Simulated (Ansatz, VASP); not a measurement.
## LiCl in VASP and in Ansatz

```
CELL_PARAMETERS angstrom
0.00000 2.68563 2.68563
2.68563 0.00000 2.68563
2.68563 2.68563 0.00000
ATOMIC_POSITIONS crystal
Li 0.00000 0.00000 0.00000
Cl 0.50000 0.50000 0.50000
```

Change from the starting cell: hydrostatic strain +5.1%.

Alike in both runs: task single point; functional r2SCAN; k mesh 8 × 8 × 8; no spin polarisation.

|  | VASP | Ansatz |
| --- | --- | --- |
| version | VASP 6.6.1 | Ansatz 0.2.0 |
| potentials or method | VASP PAW PBE potentials, release 64 (Li_sv, Cl) | plane waves, PAW |
| plane-wave cutoff (eV) | 520 | 500 |
| occupations | gaussian, width 0.01 eV | fixed |
| valence electrons in the cell | 10 | 10 |

```csv
,VASP,Ansatz,Ansatz less VASP
gap on the k mesh at the Fermi level (eV),6.55,6.46,-0.099
```

 A k mesh can miss the band edges.
